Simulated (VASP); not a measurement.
# ZnS (Wurtzite-2H) (P6_3mc) in VASP: a series of runs, part 3 of 3

VASP 6.6.1. The steps go on from the part before.

## 6. Phonons, LDA

Input file POSCAR:

```
ZnS
1.0
    3.8110000000      0.0000000000      0.0000000000
   -1.9055000000      3.3004228138      0.0000000000
    0.0000000000      0.0000000000      6.2340000000
Zn S
2 2
Direct
    0.6666666667      0.3333333333      0.5000000000
    0.3333333333      0.6666666667      0.0000000000
    0.6666666667      0.3333333333      0.8850000000
    0.3333333333      0.6666666667      0.3850000000
```

Input file INCAR.step1:

```
SYSTEM = ZnS
PREC = Accurate ; ENCUT = 600
EDIFF = 1E-8 ; ISMEAR = -1
SIGMA = 0.05 ; LREAL = .False.
LASPH = .True. ; NELM = 80
ALGO = Normal ; ISIF = 3
LWAVE = .False. ; LCHARG = .False.
IBRION = 2 ; NSW = 40
EDIFFG = -0.002
```

Input file INCAR.step2:

```
SYSTEM = ZnS
PREC = Accurate ; ENCUT = 600
EDIFF = 1E-8 ; ISMEAR = -1
SIGMA = 0.05 ; LREAL = .False.
LASPH = .True. ; NELM = 80
ALGO = Normal ; ISIF = 2
LWAVE = .False. ; LCHARG = .False.
IBRION = 6 ; NFREE = 2
POTIM = 0.015 ; NSW = 1
```

Input file KPOINTS:

```
Automatic mesh
0
Gamma
  6 6 4
  0 0 0
```

Potentials or basis: VASP PAW LDA potentials, release 64 (Zn, S).

On the command line:

```sh
> cat potpaw_LDA.64/Zn/POTCAR potpaw_LDA.64/S/POTCAR > POTCAR
> cp INCAR.step1 INCAR
> mpirun -np 1 vasp_std > vasp.out
> cp CONTCAR POSCAR
> cp INCAR.step2 INCAR
> mpirun -np 1 vasp_std > vasp.out
```

OUTCAR:

```text
SYSTEM = ZnS
   PREC = Accurate
   ENCUT = 600
   EDIFF = 1E-8
   ISMEAR = -1
   LREAL = .False.
   LASPH = .True.
   NELM = 80
   ISIF = 2
   IBRION = 6
   NFREE = 2
   POTIM = 0.015
   NSW = 1

 ion  position               nearest neighbor table
   1  0.667  0.333  0.506-   4 2.30   4 2.30   4 2.30   3 2.30
   2  0.333  0.667  0.006-   3 2.30   3 2.30   3 2.30   4 2.30
   3  0.667  0.333  0.879-   2 2.30   2 2.30   2 2.30   1 2.30
   4  0.333  0.667  0.379-   1 2.30   1 2.30   1 2.30   2 2.30

  LATTYP: Found a hexagonal cell.
 ALAT       =     3.7426888289
 C/A-ratio  =     1.6423343862

  Lattice vectors:

 A1 = (   3.7426888289,   0.0000000000,   0.0000000000)
 A2 = (  -1.8713444144,   3.2412636043,   0.0000000000)
 A3 = (   0.0000000000,   0.0000000000,   6.1467465605)

Analysis of symmetry for initial positions (statically):
=====================================================================
 Subroutine PRICEL returns:
 Original cell was already a primitive cell.

 Routine SETGRP: Setting up the symmetry group for a
 hexagonal supercell.

 Subroutine GETGRP returns: Found 12 space group operations
 (whereof  6 operations were pure point group operations)
 out of a pool of 24 trial point group operations.

The static configuration has the point symmetry C_3v.
 The point group associated with its full space group is C_6v.

Analysis of symmetry for dynamics (positions and initial velocities):
=====================================================================
 Subroutine PRICEL returns:
 Original cell was already a primitive cell.

 Routine SETGRP: Setting up the symmetry group for a
 hexagonal supercell.

 Subroutine GETGRP returns: Found 12 space group operations
 (whereof  6 operations were pure point group operations)
 out of a pool of 24 trial point group operations.

The dynamic configuration has the point symmetry C_3v.
 The point group associated with its full space group is C_6v.

 Subroutine INISYM returns: Found 12 space group operations
 (whereof  6 operations are pure point group operations),
 and found     1 'primitive' translations

----------------------------------------------------------------------------------------

                                     Primitive cell

  volume of cell :      74.5664

  direct lattice vectors                    reciprocal lattice vectors
     3.742688829  0.000000000  0.000000000     0.267187588  0.154260826  0.000000000
    -1.871344414  3.241263604  0.000000000     0.000000000  0.308521651  0.000000000
     0.000000000  0.000000000  6.146746561     0.000000000  0.000000000  0.162687690

  length of vectors
[... 92 lines left out ...]
   PSTRESS=    0.0 pullay stress
   NELECT =      36.0000    total number of electrons
   NUPDOWN=      -1.0000    fix difference up-down
   EMIN   =  10.00;   EMAX   =-10.00  energy-range for DOS
   EFERMI =   0.00;   METHOD = LEGACY
   ISMEAR =    -1;   SIGMA  =   0.05  broadening in eV -4-tet -1-fermi 0-gaus
   EFERMI_NEDOS =   21; number of points for ismear=-14 and -15
   IALGO  =     38    algorithm
   IMIX   =      4    mixing-type and parameters
     AMIX     =   0.40;   BMIX     =  1.00
     AMIX_MAG =   1.60;   BMIX_MAG =  1.00
  volume/ion in A,a.u.               =      18.64       125.80
  Fermi-wavevector in a.u.,A,eV,Ry     =   1.284284  2.426946 22.441264  1.649386
  Thomas-Fermi vector in A             =   2.416487
   LORBIT       =      0    0 simple, 1 ext, 2 COOP (PROOUT), +10 PAW based schemes
   GGA     = CA    functional components
   LHFCALC =     F    Hartree Fock is set to
   AEXX    =    0.0000 exact exchange contribution
   IVDW    =     0    specifies the selected vdW correction
   LEPSILON=     F    determine dielectric tensor
   LRPA    =     F    only Hartree local field effects (RPA)
 finite differences with symmetry
 non-spin polarized calculation
  energy-cutoff  :      600.00
  volume of cell :       74.57
 maximum number of plane-waves:      2539
 NGX is ok and might be reduce to    30
   NGX = 15   NGY = 15   NGZ = 25

--------------------------------------- Ionic step        1  -------------------------------------------

 number of electron      35.9999981 magnetization

 Free energy of the ion-electron system (eV)
  ---------------------------------------------------
  ext. energy  EPLUGINS =         0.00000000
  ---------------------------------------------------
  free energy    TOTEN  =       -16.39937777 eV

  energy without entropy =      -16.39937777  energy(sigma->0) =      -16.39937777

------------------------ aborting loop because EDIFF is reached ----------------------------------------

  FORCE on cell =-STRESS in cart. coord.  units (eV):
  Direction    XX          YY          ZZ          XY          YZ          ZX
  --------------------------------------------------------------------------------------
  -------------------------------------------------------------------------------------
  Total       -0.0022533     -0.0022533      0.0010959      0.0000000     -0.0000000      0.0000000
  in kB       -0.0484151     -0.0484151      0.0235468      0.0000000     -0.0000000      0.0000000
  external PRESSURE =      -0.0244278 kB  Pullay stress =       0.0000000 kB
[... 291 lines left out ...]
--------------------------------------- Ionic step        9  -------------------------------------------

 number of electron      35.9999980 magnetization

 Free energy of the ion-electron system (eV)
  ---------------------------------------------------
  ext. energy  EPLUGINS =         0.00000000
  ---------------------------------------------------
  free energy    TOTEN  =       -16.39820442 eV

  energy without entropy =      -16.39820442  energy(sigma->0) =      -16.39820442

 E-fermi :   3.4866     XC(G=0): -10.2944

 val. band max:        2.5052861431   @ k =   0.0000   0.0000   0.0000
 cond. band min:       4.7132078050   @ k =   0.0000   0.0000   0.0000
 fundamental gap:      2.2079216619
 Fermi energy:         3.4866151299

 k-point     1 :       0.0000    0.0000    0.0000
  band No.  band energies     occupation
      1     -11.0495      2.00000
      2      -9.9831      2.00000
      3      -4.2614      2.00000
      4      -4.2312      2.00000
      5      -4.2312      2.00000
      6      -4.1375      2.00000
[... 620 lines left out ...]
  FREE ENERGIE OF THE ION-ELECTRON SYSTEM (eV)
  ---------------------------------------------------
  free  energy   TOTEN  =       -16.3982044229 eV

  energy  without entropy=      -16.3982044228  energy(sigma->0) =      -16.39820442

 INTERNAL STRAIN TENSORS FROM DISPLACED ATOMS
 ============================================

 INTERNAL STRAIN TENSOR FOR ION    1 for displacements in x,y,z  (eV/Angst):
          X           Y           Z          XY          YZ          ZX
  --------------------------------------------------------------------------------
  x     0.00000     0.00000    -0.00000     5.50831     0.00000    -4.18766
  y     5.50831    -5.50831     0.00000    -0.00000    -4.18766     0.00000
  z    -4.09839    -4.09839     7.51963    -0.00000     0.00000     0.00000

 INTERNAL STRAIN TENSOR FOR ION    4 for displacements in x,y,z  (eV/Angst):
          X           Y           Z          XY          YZ          ZX
  --------------------------------------------------------------------------------
  x     0.00000     0.00000     0.00000    -7.03730     0.00000     4.18966
  y    -7.03730     7.03730    -0.00000     0.00000     4.18966    -0.00000
  z     4.11551     4.11551    -7.46872     0.00000     0.00000     0.00000

 Eigenvectors and eigenvalues of the dynamical matrix
 ----------------------------------------------------

   1 f  =   10.459624 THz    65.719753 2PiTHz  348.895488 cm-1    43.257508 meV
             X         Y         Z           dx          dy          dz
      1.871344  1.080421  3.107466     0.000000    0.000000    0.135916
     -0.000000  2.160842  0.034093     0.000000   -0.000000   -0.135916
      1.871344  1.080421  5.405778    -0.000000    0.000000   -0.693921
     -0.000000  2.160842  2.332404    -0.000000   -0.000000    0.693921
[... 71 lines left out ...]
  12 f/i=    0.010288 THz     0.064641 2PiTHz    0.343169 cm-1     0.042548 meV
             X         Y         Z           dx          dy          dz
      1.871344  1.080421  3.107466     0.083961   -0.573572    0.000000
     -0.000000  2.160842  0.034093     0.083961   -0.573572    0.000000
      1.871344  1.080421  5.405778     0.058649   -0.400657    0.000000
     -0.000000  2.160842  2.332404     0.058649   -0.400657    0.000000

 ELASTIC MODULI CONTR FROM IONIC RELAXATION (kBar)
 Direction    XX          YY          ZZ          XY          YZ          ZX
 --------------------------------------------------------------------------------
 XX        -376.7100    158.0337    199.5145      0.0000      0.0000     -0.0000
 YY         158.0337   -376.7100    199.5145     -0.0000      0.0000      0.0000
 ZZ         199.5145    199.5145   -364.0636      0.0000     -0.0000     -0.0000
 XY           0.0000     -0.0000      0.0000   -267.3718     -0.0000      0.0000
 YZ          -0.0000     -0.0000     -0.0000     -0.0000   -110.8456     -0.0000
 ZX          -0.0000      0.0000     -0.0000      0.0000     -0.0000   -110.8455
 --------------------------------------------------------------------------------
```

Run time: 7.7 min. Hardware: 1 thread of Intel Xeon 6975P-C (Granite Rapids), shared host; peak memory 0.35 GiB.

Results:

```
Relaxed volume                                          : 18.64 Å³/atom
Relaxed cell                                            : a = 3.743 Å, b = 3.743 Å, c = 6.147 Å, α = 90.00°, β = 90.00°, γ = 120.00°
Space group after relaxing (to 0.05 Å)                  : P6_3mc (No. 186)
Highest phonon frequency at Γ, LO-TO splitting left out : 349 cm⁻¹
```

Step by step:
```tsv
step	energy change (eV)	largest force (eV/Å)	pressure (GPa)	volume (Å³)
1	0.0000	0.2994	-3.69	78.41
2	-0.0560	0.1556	1.47	73.40
3	-0.0594	0.1942	0.39	74.30
4	-0.0645	0.0597	0.14	74.49
5	-0.0648	0.0168	0.07	74.54
6	-0.0673	0.0110	-0.13	74.70
7	-0.0680	0.0057	-0.28	74.82
8	-0.0681	0.0053	0.17	74.43
9	-0.0682	0.0054	0.00	74.57
10	-0.0682	0.0054	0.01	74.57
11	-0.0682	0.0007	0.01	74.57
12	-0.0682	0.0006	0.01	74.57
```

Final structure:
```
Zn S
1.0
     3.74269    0.00000    0.00000
    -1.87134    3.24126    0.00000
     0.00000    0.00000    6.14675
Zn S
2 2
Cartesian
  1.8713 1.0804 3.1075
  0.0000 2.1608 0.0341
  1.8713 1.0804 5.4058
  0.0000 2.1608 2.3324
```

Phonon frequencies in cm⁻¹ (negative: imaginary):
| q point | frequencies |
| --- | --- |
| (0.000, 0.000, 0.000) | 0 0 0 69 69 200 290 293 293 299 299 349 |

## 7. For comparison

An earlier run on the cell as given: functional PBEsol; potentials or basis VASP PAW PBE potentials, release 64 (Zn, S); cutoff 520 eV; k mesh 8 × 8 × 5; occupations fermi-dirac, width 0.05 eV; no spin polarisation.

* Pressure: -1.1 GPa
* Largest force: 0.309 eV/Å
* Band gap on the k mesh: 2.12 eV, direct

## 8. The runs side by side

```csv
task,level,potentials or basis,cell,k mesh,cutoff (eV),ladder,gap on the mesh (eV),pressure (GPa),largest force (eV/Å)
band structure,LAK,"VASP PAW PBE potentials, release 64 (Zn, S)",as given,8 × 8 × 5,520,-,3.32,3.5,0.33
band structure,PBE,"VASP PAW PBE potentials, release 64 (Zn, S)",as given,8 × 8 × 5,520,-,2.25,2.2,0.32
band structure,LDA,"VASP PAW LDA potentials, release 64 (Zn, S)",as given,8 × 8 × 5,520,-,2.02,-3.7,0.30
band structure,PBEsol,"VASP PAW PBE potentials, release 64 (Zn, S)",as given,8 × 8 × 5,520,-,2.12,-,-
phonons,LDA,"VASP PAW LDA potentials, release 64 (Zn, S)",relaxed,6 × 6 × 4,600,-,-,-,-
single point,PBEsol,"VASP PAW PBE potentials, release 64 (Zn, S)",as given,8 × 8 × 5,520,free,2.12,-1.1,0.31
```

Alike in all rows: no spin polarisation; smearing fermi-dirac 0.05 eV.

Caveats: the PAW data sets were made with another functional, which shifts forces and pressure a little (some runs).

Total energies depend on the potentials used, so only differences within one code and one set of settings carry meaning.

## 9. Comparison with measurements

Step 2. Measured gap of ZnS: 3.911 eV (direct; 4 K; a printed reference work, monograph). This calculation gives 3.32 eV (-0.59 eV). The value is that of LAK, without temperature or zero-point motion.

Step 3. A measured gap of ZnS is 3.911 eV (direct; 4 K; a printed reference work, monograph); the calculated 2.25 eV misses it by -1.66 eV. The value is that of PBE, without temperature or zero-point motion. Semilocal functionals fall short of measured gaps as a rule.

Step 4. Measured gap of ZnS: 3.911 eV (direct; 4 K; a printed reference work, monograph). This calculation gives 2.02 eV (-1.89 eV). The value is that of LDA, without temperature or zero-point motion. Semilocal functionals fall short of measured gaps as a rule.

Step 5. Against the measured gap of ZnS, 3.911 eV (direct; 4 K; a printed reference work, monograph), the calculated 2.12 eV is off by -1.80 eV. The value is that of PBEsol, without temperature or zero-point motion. Semilocal functionals fall short of measured gaps as a rule.
